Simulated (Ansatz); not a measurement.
Stability checks on a candidate for NbP

The structure comes from a generated guess, relaxed at this level; another structure or a mixture of phases may lie lower.

These are results of Ansatz 0.2.0, DFT PBE, scalar-relativistic, plane waves, PAW, not measurements. The final run on the 4-atom cell used 420 eV, a Γ-centred 18×18×8 mesh, 0.10 eV smearing and no spin polarisation.

```yaml
crystal:
  lattice:
    - [3.31446, 0.00000, 0.00000]
    - [-1.65723, 2.87040, 0.00000]
    - [0.00000, 0.00000, 6.72273]
  atoms:
    - { symbol: Nb, position: [0.00000, 0.00000, 0.00000] }
    - { symbol: Nb, position: [0.00000, 0.00000, 0.50000] }
    - { symbol: P, position: [0.33333, 0.66667, 0.25000] }
    - { symbol: P, position: [0.66667, 0.33333, 0.75000] }
```

Energies over the elements count from the elements' standard structures at the same level, with no fitted energy shifts. The references include black phosphorus.

Question: These tests were run: energy against the elements; phonons at Γ; elastic tensor. What do they show?

Answer:

| test | result |
| --- | --- |
| energy against the elements | −0.98 eV/atom |
| phonons at Γ | lowest optical mode 193 cm⁻¹ |
| elastic tensor | least eigenvalue 72 GPa |

It fails none of these tests. Whether a mixture of other phases lies lower isn't tested here. Phonons away from Γ weren't computed.

The reference form of P is held partly by dispersion forces, which this level lacks. The run for the phonons used an 18×18×8 k mesh and Fermi–Dirac smearing of 0.15 eV. The run for the elastic tensor used an 18×18×8 k mesh and Fermi–Dirac smearing of 0.15 eV.
